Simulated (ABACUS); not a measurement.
# NaCl (Fm-3m) in ABACUS: further runs

The runs below take NaCl through single point, with HCTH407, BP86.

All numbers are computed with ABACUS 3.10.1; they aren't measurements. Logs are shortened: lines on timing, memory, paths and dates and some standing lists are left out, and cuts for length are marked.

### 1 Starting point

It takes space group Fm-3m (No. 225, cubic). The conventional cell has a = 5.588 Å, b = 5.588 Å, c = 5.588 Å, α = 90.00°, β = 90.00°, γ = 90.00°. Around Cl (site symmetry m-3m) lie 6 Na at 2.79 Å. Na (site symmetry m-3m) has 6 Cl at 2.79 Å as nearest neighbours.

The cell is a database's computed one.

### 2 Single point, HCTH407

Contents of run_abacus.py:

```python
"""ABACUS run from a structure file: ASE reads it, the script writes STRU, KPT and INPUT."""
import re
import subprocess
from ase.io import read
from ase.units import Bohr

atoms = read("POSCAR")
atoms = atoms[(-atoms.numbers).argsort(kind="stable")]  # ABACUS lists atoms element by element
pseudo = {'Cl': 'cl_pbe_v1.4.uspp.F.UPF', 'Na': 'na_pbe_v1.5.uspp.F.UPF'}
orbital = {}
magmoms = None
kmesh = [6, 6, 6]
params = {
    'suffix': 'NaCl',
    'calculation': 'scf',
    'basis_type': 'pw',
    'pseudo_dir': './',
    'symmetry': 1,
    'dft_functional': 'GGA_XC_HCTH_407',
    'ecutwfc': 55,
    'pseudo_rcut': 10,
    'nspin': 1,
    'nbands': 18,
    'ks_solver': 'dav',
    'smearing_method': 'fd',
    'smearing_sigma': 0.00367493,
    'scf_thr': 1e-08,
    'scf_nmax': 100,
    'mixing_type': 'broyden',
    'mixing_beta': 0.7,
    'cal_force': 1,
    'cal_stress': 1,
    'ecutrho': 440,
    'out_chg': 1,
    'kpar': 4,
}

symbols = atoms.get_chemical_symbols()
elements = list(dict.fromkeys(symbols))
lines = ["ATOMIC_SPECIES"] + [f"{e} {atoms.get_masses()[symbols.index(e)]:.4f} {pseudo[e]}" for e in elements]
if orbital:
    lines += ["", "NUMERICAL_ORBITAL"] + [orbital[e] for e in elements]
lines += ["", "LATTICE_CONSTANT", f"{1 / Bohr:.10f}", "", "LATTICE_VECTORS"]
lines += [" ".join(f"{x:.10f}" for x in v) for v in atoms.cell]
lines += ["", "ATOMIC_POSITIONS", "Direct"]
for e in elements:
    lines += ["", e, "0.0", str(symbols.count(e))]
    for i, p in enumerate(atoms.get_scaled_positions(wrap=False)):
        if symbols[i] == e:
            mag = "" if magmoms is None else " mag " + " ".join(str(x) for x in (magmoms[i] if isinstance(magmoms[i], list) else [magmoms[i]]))
            lines.append(" ".join(f"{x:.10f}" for x in p) + " 1 1 1" + mag)
open("STRU", "w").write("\n".join(lines) + "\n")
open("KPT", "w").write("K_POINTS\n0\nGamma\n%d %d %d 0 0 0\n" % tuple(kmesh))
open("INPUT", "w").write("INPUT_PARAMETERS\n" + "".join(f"{k:<20s}{v}\n" for k, v in params.items()))

done = subprocess.run(['mpirun', '-np', '4', 'abacus'])
if done.returncode:
    raise SystemExit(done.returncode)
log = open("OUT.NaCl/running_scf.log").read()
print("final energy (eV):", re.findall(r"FINAL_ETOT_IS (\S+)", log))
```

Contents of POSCAR:

```
NaCl
1.0
    0.0000000000      2.7940632177      2.7940632177
    2.7940632177      0.0000000000      2.7940632177
    2.7940632177      2.7940632177      0.0000000000
Cl Na
1 1
Direct
    0.5000000000      0.5000000000      0.5000000000
    0.0000000000      0.0000000000      0.0000000000
```

Potentials or basis: SSSP 1.3 efficiency PBE, plane waves.

Launch:

```console
$ OMP_NUM_THREADS=1 python run_abacus.py > log
```

running log:

```text
ABACUS v3.10.1

               Atomic-orbital Based Ab-initio Computation at UStc

 ------------------------------------------------------------------------------------

 READING GENERAL INFORMATION
                           global_out_dir = OUT.NaCl/
                           global_in_card = INPUT
                               pseudo_dir = ./
[... 8 lines left out ...]

 READING ATOM TYPE 1
                               atom label = Cl
                      L=0, number of zeta = 1
                      L=1, number of zeta = 1
                      L=2, number of zeta = 1
             number of atom for this type = 1

 READING ATOM TYPE 2
                               atom label = Na
                      L=0, number of zeta = 1
                      L=1, number of zeta = 1
                      L=2, number of zeta = 1
             number of atom for this type = 1

                        TOTAL ATOM NUMBER = 2
DIRECT COORDINATES
    atom                   x                   y                   z     mag                  vx                  vy                  vz
taud_Cl1            0.5000000000        0.5000000000        0.5000000000  0.0000        0.0000000000        0.0000000000        0.0000000000
taud_Na1            0.0000000000        0.0000000000        0.0000000000  0.0000        0.0000000000        0.0000000000        0.0000000000

                          Volume (Bohr^3) = 294.398
                             Volume (A^3) = 43.6253

 Lattice vectors: (Cartesian coordinate: in unit of a_0)
                   +0            +2.79406            +2.79406
             +2.79406                  +0            +2.79406
             +2.79406            +2.79406                  +0
 Reciprocal vectors: (Cartesian coordinate: in unit of 2 pi/a_0)
            -0.178951           +0.178951           +0.178951
            +0.178951           -0.178951           +0.178951
            +0.178951           +0.178951           -0.178951
 The esolver type has been set to : ksdft_pw

                PAO radial cut off (Bohr) = 10

 Read in pseudopotential file is cl_pbe_v1.4.uspp.F.UPF
                     pseudopotential type = US
          exchange-correlation functional = PBE
                 nonlocal core correction = 1
                        valence electrons = 7
                                     lmax = 2
                           number of zeta = 2
                     number of projectors = 6
                           L of projector = 0
                           L of projector = 0
                           L of projector = 1
                           L of projector = 1
                           L of projector = 2
                           L of projector = 2
 XC functional updated to : GGA_XC_HCTH_407
          exchange-correlation functional = GGA_XC_HCTH_407
                PAO radial cut off (Bohr) = 10

 Read in pseudopotential file is na_pbe_v1.5.uspp.F.UPF
                     pseudopotential type = US
          exchange-correlation functional = PBE
                 nonlocal core correction = 0
                        valence electrons = 9
                                     lmax = 2
                           number of zeta = 3
                     number of projectors = 5
                           L of projector = 0
                           L of projector = 0
                           L of projector = 1
                           L of projector = 1
                           L of projector = 2
 XC functional updated to : GGA_XC_HCTH_407
          exchange-correlation functional = GGA_XC_HCTH_407
     initial pseudo atomic orbital number = 9

 SETUP THE ELECTRONS NUMBER
            electron number of element Cl = 7
      total electron number of element Cl = 7
            electron number of element Na = 9
      total electron number of element Na = 9
            AUTOSET number of electrons:  = 16
                           occupied bands = 8
                                   NBANDS = 18
                                   NLOCAL = 18

%%%%%%%%%%%%%%%%%%%%%%%%%%%%%%%%%%%%%%%%%%%%%%%%%%%%%%%%%%%%%%%%%%%%%%%%%%%%%%%%%%%%%%%%%%%%%%%%%%%%%%%%%%
 Warning: the number of valence electrons in pseudopotential > 1 for Na: [Ne] 3s1
 Pseudopotentials with additional electrons can yield (more) accurate outcomes, but may be less efficient.
 If you're confident that your chosen pseudopotential is appropriate, you can safely ignore this warning.
%%%%%%%%%%%%%%%%%%%%%%%%%%%%%%%%%%%%%%%%%%%%%%%%%%%%%%%%%%%%%%%%%%%%%%%%%%%%%%%%%%%%%%%%%%%%%%%%%%%%%%%%%%

 SETUP THE PLANE WAVE BASIS
 energy cutoff for charge/potential (unit:Ry) = 220
            fft grid for charge/potential = [ 36, 36, 36 ]
                        fft grid division = [ 1, 1, 1 ]
        big fft grid for charge/potential = [ 50, 50, 50 ]
                                     nbxx = 125000
                                     nrxx = 46656

 SETUP PLANE WAVES FOR CHARGE/POTENTIAL
                    number of plane waves = 16361
                         number of sticks = 847

 PARALLEL PW FOR CHARGE/POTENTIAL
[... 55 lines left out ...]
                        ROTATION MATRICES = 48
              PURE POINT GROUP OPERATIONS = 48
                   SPACE GROUP OPERATIONS = 48
                              POINT GROUP = O_h
               POINT GROUP IN SPACE GROUP = O_h

 SETUP K-POINTS
                                    nspin = 1
                   Input type of k points = Monkhorst-Pack(Gamma)
                                   nkstot = 216
                       right hand lattice = 1
(for reciprocal lattice: )
                             BRAVAIS TYPE = 2
                     BRAVAIS LATTICE NAME = 02. Cubic I (body-centered)
                                    ibrav = 2
                       right hand lattice = 1
(for k-lattice: )
                             BRAVAIS TYPE = 2
                     BRAVAIS LATTICE NAME = 02. Cubic I (body-centered)
                                    ibrav = 2
                       right hand lattice = 1
                        ROTATION MATRICES = 48
                               nkstot_ibz = 16
K-POINTS REDUCTION ACCORDING TO SYMMETRY
     IBZ    DIRECT_X    DIRECT_Y    DIRECT_Z  WEIGHT  ibz2bz
       1  0.00000000  0.00000000  0.00000000  0.0046       0
       2  0.16666667  0.16666667  0.16666667  0.0370       1
       3  0.33333333  0.33333333  0.33333333  0.0370       2
       4  0.50000000  0.50000000  0.50000000  0.0185       3
       5  0.16666667  0.16666667  0.00000000  0.0278       7
       6  0.33333333  0.33333333  0.16666667  0.1111       8
[... 8 lines left out ...]
      15  0.50000000  0.33333333 -0.33333333  0.1111      52
      16  0.50000000  0.33333333 -0.16666667  0.0556      58

                               nkstot now = 16
[... K-POINTS DIRECT COORDINATES: 16 rows ...]

           k-point number in this process = 4
       minimum distributed K point number = 4
[... stars of the k points ...]

[... K-POINTS CARTESIAN COORDINATES: 4 rows ...]

[... K-POINTS DIRECT COORDINATES: 4 rows ...]

 SETUP PLANE WAVES FOR WAVE FUNCTIONS
     energy cutoff for wavefunc (unit:Ry) = 55
              fft grid for wave functions = [ 36, 36, 36 ]
                    number of plane waves = 2445
                         number of sticks = 241

 PARALLEL PW FOR WAVE FUNCTIONS
     PROC   COLUMNS(POT)             PW
        1            241           2445
 --------------- sum -------------------
        1            241           2445

 SETUP NONLOCAL PSEUDOPOTENTIALS IN PLANE WAVE BASIS
 Cl non-local projectors:
 projector 1 L=0
 projector 2 L=0
 projector 3 L=1
 projector 4 L=1
 projector 5 L=2
 projector 6 L=2
 Na non-local projectors:
 projector 1 L=0
 projector 2 L=0
 projector 3 L=1
 projector 4 L=1
 projector 5 L=2
      TOTAL NUMBER OF NONLOCAL PROJECTORS = 31

 Init Non-Local PseudoPotential table :
 Init Non-Local-Pseudopotential done.

                                     npwx = 2085

 Make real space PAO into reciprocal space.
       max mesh points in Pseudopotential = 729
     dq(describe PAO in reciprocal space) = 0.01
                                    max q = 894

 number of pseudo atomic orbitals for Cl is 2

 number of pseudo atomic orbitals for Na is 3
WARNING: norm of atomic wavefunction # 3 of atomic type Na is 0.99685, renormalized

 -------------------------------------------
 SELF-CONSISTENT
 -------------------------------------------
                                 init_chg = atomic

 PW ALGORITHM --------------- ION=   1  ELEC=   1--------------------------------

 Notice: Threshold on eigenvalues was too large.
 hsover_error=0.16 > DRHO=0.0877967
 Origin diag ethr = 0.01
 New diag ethr = 0.000548729

 Density error is 0.0870849007466
                          Error Threshold = 0.00054872938743
----------------------------------------------------------
     Energy           Rydberg                 eV
----------------------------------------------------------
 E_KohnSham     -129.6061736034      -1763.3824569835
 E_Harris       -128.9906123230      -1755.0073161017
 E_Fermi        0.1202298227         1.6358106580
----------------------------------------------------------
[... 63 lines left out ...]
 Density error is 2.39104322324e-09
                          Error Threshold = 1.93258543309e-10
----------------------------------------------------------
     Energy           Rydberg                 eV
----------------------------------------------------------
 E_KohnSham     -129.6267516966      -1763.6624363052
 E_KS(sigma->0) -129.6267516966      -1763.6624363052
 E_Harris       -129.6265821059      -1763.6601289053
 E_band         -17.5465325430       -238.7328227273
 E_one_elec     -80.9858891138       -1101.8695495440
 E_Hartree      45.5924910696        620.3176645612
 E_xc           -24.7886157155       -337.2664192637
 E_Ewald        -69.4447379369       -944.8441320586
 E_entropy(-TS) 0.0000000000         0.0000000000
 E_descf        0.0000000000         0.0000000000
 E_exx          0.0000000000         0.0000000000
 E_Fermi        0.3045543332         4.1436742820
----------------------------------------------------------

 charge density convergence is achieved
 final etot is -1763.6624363 eV
 EFERMI = 4.143674282 eV

 STATE ENERGY(eV) AND OCCUPATIONS    NSPIN == 1
 1/4 kpoint (Cartesian) = 0.0000 0.0000 0.0000 (2085 pws)
       1       -48.3985     0.00925926
       2       -20.2462     0.00925926
       3       -20.2462     0.00925926
       4       -20.2462     0.00925926
       5       -11.5758     0.00925926
       6        1.12153     0.00925926
[... 59 lines left out ...]
       6      -0.701004      0.0370370
[... 10 lines left out ...]
      17        19.3384        0.00000
      18        19.3384        0.00000

------------------------------------------------------------------------------------------
 TOTAL-FORCE (eV/Angstrom)
------------------------------------------------------------------------------------------
                       Cl1         0.0000000000         0.0000000000         0.0000000000
                       Na1         0.0000000000         0.0000000000         0.0000000000
------------------------------------------------------------------------------------------

----------------------------------------------------------------
 TOTAL-STRESS (KBAR)
----------------------------------------------------------------
        46.6743275518         0.0000000000        -0.0000000000
         0.0000000000        46.6743275518         0.0000000000
        -0.0000000000        -0.0000000000        46.6743275518
----------------------------------------------------------------
 TOTAL-PRESSURE: 46.674328 KBAR

 --------------------------------------------
 !FINAL_ETOT_IS -1763.6624363051835189 eV
 --------------------------------------------
```

Run time: 28 s. Hardware: 4 MPI ranks of Intel Xeon Platinum 8375C at 2.90GHz (Ice Lake), shared host; peak memory 0.92 GiB.

Results:

* Free energy: -1763.6624 eV
* Pressure: 4.7 GPa
* Band gap on the k mesh: 6.00 eV, direct

Levels at points of the mesh, in eV from the valence-band top:
| k point | band 4 | band 5 | band 6 | band 7 | band 8 | band 9 | band 10 | band 11 | band 12 | band 13 |
| --- | --- | --- | --- | --- | --- | --- | --- | --- | --- | --- |
| (0.00, 0.00, 0.00) | -21.37 | -12.70 | 0.00 | 0.00 | 0.00 | 6.00 | 11.55 | 11.55 | 11.55 | 13.48 |
| (0.50, 0.50, 0.50) | -21.37 | -12.37 | -1.82 | -0.26 | -0.26 | 8.05 | 11.43 | 11.43 | 11.50 | 16.07 |
| (0.50, 0.50, 0.00) | -21.38 | -12.32 | -1.58 | -0.57 | -0.57 | 8.19 | 8.74 | 12.27 | 15.27 | 15.72 |

Caveat: the potentials were made for another functional, which shifts forces and pressure.

(Continued in part 2 of 2.)
